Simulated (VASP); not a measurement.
# CdS in VASP: one cell, several levels of theory, part 2 of 2

VASP 6.6.1, plane waves, PAW. Earlier steps stand in the parts before.

## 3. Single point with r2SCAN

Contents of INCAR:

```
ENCUT = 520.000000
SIGMA = 0.010000
EDIFF = 1.00e-07
ALGO = Normal
METAGGA = R2SCAN
PREC = Accurate
IBRION = -1
ISIF = 2
ISMEAR = 0
NBANDS = 16
NELM = 120
NSW = 0
LASPH = .TRUE.
LCHARG = .TRUE.
LELF = .TRUE.
LWAVE = .FALSE.
LREAL = .FALSE.
```

Contents of KPOINTS:

```
KPOINTS created by Atomic Simulation Environment
0
Gamma
8 8 8
0 0 0
```

Contents of KPOINTS_OPT:

```
special points
6
Reciprocal
0.0000000000 0.0000000000 0.0000000000 1
-0.5000000000 -0.5000000000 0.0000000000 1
-0.3750000000 -0.3750000000 0.2500000000 1
-0.3750000000 0.0000000000 0.3750000000 1
0.0000000000 0.0000000000 0.5000000000 1
-0.5000000000 -0.2500000000 0.2500000000 1
```

Contents of POSCAR:

```
Cd S
 1.0000000000000000
     0.0000000000000000    2.8804305461999999    3.0234619263000000
     2.8804305461999999    0.0000000000000000    3.0234619263000000
     2.8804305461999999    2.8804305461999999    0.0000000000000000
 Cd  S
   1   1
Cartesian
  0.0000000000000000  0.0000000000000000  0.0000000000000000
  1.4402152731000000  1.4402152731000000  1.5117309631500000
```

On the command line:

```console
> mpirun -np 1 vasp_std
```

Printed to the terminal (iteration lines stand in OSZICAR):

```text
POSCAR found type information on POSCAR CdS
 POSCAR found :  2 types and       2 ions
 -----------------------------------------------------------------------------
|                                                                             |
|                                                                             |
|     You enforced a specific xc type in the INCAR file but a different       |
|     I HOPE YOU KNOW WHAT YOU ARE DOING!                                     |
|                                                                             |
 -----------------------------------------------------------------------------

 LDA part: xc-table for (None), standard interpolation
 POSCAR, INCAR and KPOINTS ok, starting setup
 FFT: planning ... GRIDC
 FFT: planning ... GRID_SOFT
 FFT: planning ... GRID
 WAVECAR not read
 entering main loop
 Start KPOINTS_OPT (optional k-point list driver)
k-point batch [1-6\6]
```

OSZICAR:

```text
N       E                     dE             d eps       ncg     rms          rms(c)
DAV:   1     0.836171901909E+02    0.83617E+02   -0.92376E+03  1936   0.105E+03
DAV:   2    -0.304600324749E+02   -0.11408E+03   -0.10728E+03  2272   0.258E+02
DAV:   3    -0.348411047358E+02   -0.43811E+01   -0.43709E+01  2360   0.530E+01
DAV:   4    -0.348678737307E+02   -0.26769E-01   -0.26766E-01  2424   0.404E+00
DAV:   5    -0.348682271725E+02   -0.35344E-03   -0.35344E-03  2304   0.432E-01    0.763E+00
DAV:   6    -0.296935438874E+02    0.51747E+01   -0.31631E+00  1976   0.263E+01    0.889E+00
DAV:   7    -0.296608321751E+02    0.32712E-01   -0.29454E-01  2432   0.550E+00    0.543E+00
DAV:   8    -0.296746608883E+02   -0.13829E-01   -0.60724E-02  2344   0.272E+00    0.122E+00
DAV:   9    -0.296785113080E+02   -0.38504E-02   -0.57257E-03  2472   0.650E-01    0.177E-01
DAV:  10    -0.296787331834E+02   -0.22188E-03   -0.22691E-03  2400   0.481E-01    0.164E-01
DAV:  11    -0.296786740885E+02    0.59095E-04   -0.14398E-04  2192   0.174E-01    0.965E-02
DAV:  12    -0.296786546851E+02    0.19403E-04   -0.16688E-04  2352   0.145E-01    0.422E-02
DAV:  13    -0.296786536145E+02    0.10706E-05   -0.38625E-06  2264   0.272E-02    0.613E-03
DAV:  14    -0.296786532987E+02    0.31587E-06   -0.29655E-07  2472   0.572E-03    0.199E-03
DAV:  15    -0.296786532540E+02    0.44683E-07   -0.30466E-08  1352   0.147E-03
   1 F= -.29678653E+02 E0= -.29678653E+02  d E =-.214242E-76
       N       E                     dE             ncg
DAV:   1     0.200315662062E+04   -0.30442E+04      208
DAV:   2     0.134165341948E+04   -0.66150E+03      232
DAV:   3     0.131869402373E+04   -0.22959E+02      224
DAV:   4     0.131857505590E+04   -0.11897E+00      256
DAV:   5     0.131857348325E+04   -0.15726E-02      224
DAV:   6     0.131857345220E+04   -0.31048E-04      248
DAV:   7     0.131857345145E+04   -0.75542E-06      256
DAV:   8     0.131857345143E+04   -0.20187E-07      216
```

From OUTCAR:

```text
k-points           NKPTS =     59   k-points in BZ     NKDIM =     59   number of bands    NBANDS=     16

   NELECT =      18.0000    total number of electrons

   dimension x,y,z NGX =    32 NGY =   32 NGZ =   30
   dimension x,y,z NGXF=    64 NGYF=   64 NGZF=   60

  energy-cutoff  :      520.00
  volume of cell :       50.17
      direct lattice vectors                 reciprocal lattice vectors
     0.000000000  2.880430546  3.023461926    -0.173585161  0.173585161  0.165373341
     2.880430546  0.000000000  3.023461926     0.173585161 -0.173585161  0.165373341
     2.880430546  2.880430546  0.000000000     0.173585161  0.173585161 -0.165373341

 k-points in reciprocal lattice and weights: KPOINTS created by Atomic Simulation Env
   0.00000000  0.00000000  0.00000000       0.002
   0.12500000 -0.00000000  0.00000000       0.016
   0.25000000 -0.00000000  0.00000000       0.016
   0.37500000 -0.00000000  0.00000000       0.016
   0.50000000 -0.00000000  0.00000000       0.008
   0.12500000  0.12500000  0.00000000       0.004
   0.25000000  0.12500000  0.00000000       0.016
   0.37500000  0.12500000  0.00000000       0.016
[... 51 more k-points ...]

 E-fermi :   1.1330

 k-point     1 :       0.0000    0.0000    0.0000
  band No.  band energies     occupation
      1     -11.8468      2.00000
      2      -6.9923      2.00000
      3      -6.9604      2.00000
      4      -6.9603      2.00000
      5      -6.4846      2.00000
      6      -6.4692      2.00000
      7       0.8436      2.00000
      8       1.0042      2.00000
      9       1.0043      2.00000
     10       2.5142      0.00000
     11       8.0447      0.00000
     12       8.0460      0.00000
     13       8.0460      0.00000
     14      12.4702      0.00000
     15      12.9199      0.00000
     16      13.2952      0.00000

 k-point     2 :       0.1250   -0.0000    0.0000
  band No.  band energies     occupation
      1     -11.7855      2.00000
      2      -6.9634      2.00000
      3      -6.9373      2.00000
      4      -6.9100      2.00000
      5      -6.4831      2.00000
      6      -6.4720      2.00000
      7      -0.0274      2.00000
      8       0.7735      2.00000
      9       0.8915      2.00000
     10       3.3147      0.00000
     11       7.7225      0.00000
     12       8.2431      0.00000
     13       8.2671      0.00000
     14      11.9786      0.00000
     15      12.5817      0.00000
     16      13.4740      0.00000

 k-point     3 :       0.2500   -0.0000    0.0000
  band No.  band energies     occupation
      1     -11.6366      2.00000
      2      -6.9120      2.00000
      3      -6.8860      2.00000
      4      -6.7147      2.00000
      5      -6.4723      2.00000
      6      -6.4701      2.00000
      7      -1.5133      2.00000
      8       0.4801      2.00000
      9       0.6368      2.00000
     10       4.1537      0.00000
     11       7.6401      0.00000
     12       8.4897      0.00000
     13       8.6369      0.00000
     14      11.9011      0.00000
     15      12.1950      0.00000
     16      12.8007      0.00000

 k-point     4 :       0.3750   -0.0000    0.0000
  band No.  band energies     occupation
      1     -11.4877      2.00000
      2      -6.8750      2.00000
      3      -6.8440      2.00000
      4      -6.4603      2.00000
      5      -6.4526      2.00000
      6      -6.3485      2.00000
      7      -2.8303      2.00000
      8       0.2094      2.00000
      9       0.4009      2.00000
     10       4.3866      0.00000
     11       8.1978      0.00000
     12       8.5417      0.00000
     13       8.6914      0.00000
     14      12.2758      0.00000
     15      12.9670      0.00000
     16      13.1429      0.00000

 k-point     5 :       0.5000   -0.0000    0.0000
  band No.  band energies     occupation
      1     -11.4264      2.00000
      2      -6.8637      2.00000
      3      -6.8303      2.00000
      4      -6.4508      2.00000
      5      -6.4310      2.00000
      6      -6.1028      2.00000
      7      -3.4341      2.00000
      8       0.1016      2.00000
      9       0.3074      2.00000
     10       4.3876      0.00000
     11       8.2688      0.00000
     12       8.6363      0.00000
     13       8.8374      0.00000
     14      12.4690      0.00000
     15      13.9810      0.00000
     16      14.2154      0.00000

 k-point     6 :       0.1250    0.1250    0.0000
  band No.  band energies     occupation
      1     -11.7693      2.00000
      2      -6.9429      2.00000
      3      -6.9158      2.00000
      4      -6.9158      2.00000
      5      -6.5015      2.00000
      6      -6.4587      2.00000
      7      -0.1076      2.00000
      8       0.6929      2.00000
      9       0.6929      2.00000
     10       3.5525      0.00000
     11       7.3901      0.00000
     12       8.5279      0.00000
     13       8.5279      0.00000
     14      10.8619      0.00000
     15      13.3848      0.00000
     16      13.9937      0.00000

 k-point     7 :       0.2500    0.1250    0.0000
  band No.  band energies     occupation
      1     -11.6526      2.00000
      2      -6.9003      2.00000
      3      -6.8621      2.00000
      4      -6.7796      2.00000
      5      -6.5059      2.00000
      6      -6.4505      2.00000
      7      -1.1586      2.00000
      8       0.3614      2.00000
      9       0.3898      2.00000
     10       4.4070      0.00000
     11       7.1194      0.00000
     12       8.5888      0.00000
     13       9.0175      0.00000
     14      10.6873      0.00000
     15      13.1221      0.00000
     16      14.2514      0.00000

 k-point     8 :       0.3750    0.1250    0.0000
  band No.  band energies     occupation
      1     -11.5039      2.00000
      2      -6.8646      2.00000
      3      -6.8147      2.00000
      4      -6.5302      2.00000
      5      -6.4432      2.00000
      6      -6.4218      2.00000
      7      -2.4089      2.00000
      8      -0.0552      2.00000
      9       0.1637      2.00000
     10       4.9328      0.00000
     11       7.4144      0.00000
     12       8.4655      0.00000
     13       9.1844      0.00000
     14      11.7665      0.00000
     15      13.4945      0.00000
     16      13.5517      0.00000

 k-point     9 :       0.5000    0.1250    0.0000
  band No.  band energies     occupation
      1     -11.4113      2.00000
      2      -6.8477      2.00000
      3      -6.7982      2.00000
      4      -6.4660      2.00000
      5      -6.4465      2.00000
      6      -6.1044      2.00000
      7      -3.2577      2.00000
      8      -0.3813      2.00000
      9       0.1293      2.00000
     10       5.0214      0.00000
     11       7.5710      0.00000
     12       9.0244      0.00000
     13       9.0245      0.00000
     14      12.7914      0.00000
     15      13.7706      0.00000
     16      14.0562      0.00000

 k-point    10 :      -0.3750    0.1250    0.0000
  band No.  band energies     occupation
      1     -11.4274      2.00000
      2      -6.8475      2.00000
      3      -6.8128      2.00000
      4      -6.4701      2.00000
      5      -6.4649      2.00000
      6      -6.1587      2.00000
      7      -3.0706      2.00000
      8      -0.4765      2.00000
      9       0.3017      2.00000
     10       5.0135      0.00000
     11       7.8219      0.00000
     12       8.6140      0.00000
     13       8.9047      0.00000
     14      12.7140      0.00000
     15      13.0071      0.00000
     16      14.5607      0.00000

 k-point    11 :      -0.2500    0.1250    0.0000
  band No.  band energies     occupation
      1     -11.5432      2.00000
      2      -6.8690      2.00000
      3      -6.8565      2.00000
      4      -6.6032      2.00000
      5      -6.4909      2.00000
      6      -6.3944      2.00000
      7      -2.0136      2.00000
      8      -0.2820      2.00000
      9       0.5946      2.00000
     10       4.8369      0.00000
     11       7.5195      0.00000
     12       8.3508      0.00000
     13       8.8063      0.00000
     14      11.5990      0.00000
     15      13.0834      0.00000
     16      13.6608      0.00000

 k-point    12 :      -0.1250    0.1250    0.0000
  band No.  band energies     occupation
      1     -11.6919      2.00000
      2      -6.9192      2.00000
      3      -6.9108      2.00000
      4      -6.8168      2.00000
      5      -6.4879      2.00000
      6      -6.4570      2.00000
      7      -0.7945      2.00000
      8       0.2018      2.00000
      9       0.8465      2.00000
     10       4.0998      0.00000
     11       7.2846      0.00000
     12       8.4722      0.00000
     13       8.6144      0.00000
     14      11.6447      0.00000
     15      12.4241      0.00000
     16      14.0907      0.00000

[... the tables of k-points 13 to 59 left out ...]

  Total        0.4090436      0.4090436      0.1086778      0.0000000      0.0000000      0.0000000
  in kB       13.0626360     13.0626360      3.4705792      0.0000000      0.0000000      0.0000000
  external PRESSURE =       9.8652837 kB  Pullay stress =       0.0000000 kB

 POSITION                                       TOTAL-FORCE (eV/Angst)
 -----------------------------------------------------------------------------------
      0.00000      0.00000      0.00000         0.000000      0.000000     -0.000000
      1.44022      1.44022      1.51173        -0.000000     -0.000000      0.000000
 -----------------------------------------------------------------------------------
    total drift:                               -0.000055     -0.000055     -0.000054

  FREE ENERGIE OF THE ION-ELECTRON SYSTEM (eV)
  ---------------------------------------------------
  free  energy   TOTEN  =       -29.6786532540 eV

  energy  without entropy=      -29.6786532540  energy(sigma->0) =      -29.67865325
```

Hardware: 1 MPI rank of Intel Xeon Platinum 8488C, shared host.

The levels at the points of KPOINTS_OPT are read from vasprun.xml.

Band energies at the special points (eV, zero at the top of v, the last band that the electrons fill by count):

| point | v−1 | v | c | c+1 |
| --- | --- | --- | --- | --- |
| Γ | 0.00 | 0.00 | 1.51 | 7.04 |
| X | -1.80 | -1.80 | 3.95 | 4.98 |
| U | -2.60 | -1.45 | 4.75 | 5.96 |
| K | -2.58 | -1.64 | 4.45 | 5.73 |
| L | -0.90 | -0.70 | 3.38 | 7.26 |
| W | -2.32 | -2.24 | 5.75 | 5.91 |

Gap with r2SCAN: 1.51 eV, direct (Γ). The pressure is 0.99 GPa; the forces vanish within 0.01 eV/Å.

The maps below are laid out on this run's own conventional cell (a, b, c = 4.074, 4.074, 6.047 Å).

Density in a lattice plane of the grid's cell (edges 4.07 and 6.05 Å, at 0.000 of the third edge), which holds Cd and S.

Ten even steps from ' ' (-0.07 e/Å³) to '@' (10.00 e/Å³):
```
##++--..                  ..--++
--::..                      ..::
                                
                                
                                
                                
                                
                                
                                
                                
                                
                                
              ......            
            ..      ..          
          ....      ....        
            ..      ..          
            ..........          
--::..                      ..::
##++--..                  ..--++
@@##==..                  ..==##
```
Columns run along the first of these edges and rows up along the second, over one cell in 16 and 20 even steps from the bottom left corner. Atoms in the plane (fractional): Cd at (0.00, 0.00), S at (0.50, 0.25).

ELF in the same plane.

Values, 12 rows by 8 columns:
```
0.06 0.22 0.22 0.10 0.07 0.09 0.22 0.22
0.22 0.20 0.14 0.05 0.01 0.05 0.14 0.20
0.10 0.08 0.05 0.02 0.01 0.02 0.05 0.08
0.03 0.03 0.02 0.01 0.01 0.01 0.02 0.03
0.01 0.01 0.02 0.04 0.07 0.04 0.02 0.01
0.01 0.02 0.11 0.33 0.43 0.33 0.11 0.02
0.01 0.10 0.49 0.75 0.81 0.75 0.49 0.10
0.03 0.28 0.73 0.81 0.72 0.81 0.73 0.28
0.10 0.30 0.82 0.74 0.20 0.74 0.82 0.30
0.22 0.17 0.64 0.87 0.72 0.87 0.64 0.17
0.06 0.19 0.21 0.73 0.81 0.73 0.21 0.19
0.07 0.06 0.22 0.23 0.44 0.23 0.22 0.06
```
Columns run along the first of these edges and rows up along the second, over one cell in 8 and 12 even steps from the bottom left corner. Atoms in the plane (fractional): Cd at (0.00, 0.00), S at (0.50, 0.25).

Both are smooth fields of the valence electrons: close to the nuclei they are not physical.

The highest ELF values outside the cores: 0.88 in the shell around S, 0.8 Å from S.

## 4. Summary

The summary covers parts 1 to 2.

| level | gap (eV) | pressure (GPa) | Ansatz: gap (eV) | Ansatz: pressure (GPa) |
| --- | --- | --- | --- | --- |
| PBE | 1.07 | 2.40 | 1.06 | 2.06 |
| r2SCAN | 1.51 | 0.99 | 1.51 | 0.67 |

What this shows: The gap runs from 1.07 eV (PBE) to 1.51 eV (r2SCAN). The pressure is highest with PBE (2.4 GPa) and lowest with r2SCAN (1.0 GPa), which orders the cells that they would relax to. The two programs agree on the gap within 0.01 eV, far less than the spread between functionals. Datasets and cutoffs are each program's own. VASP's cell holds 18 valence electrons and Ansatz's 26.
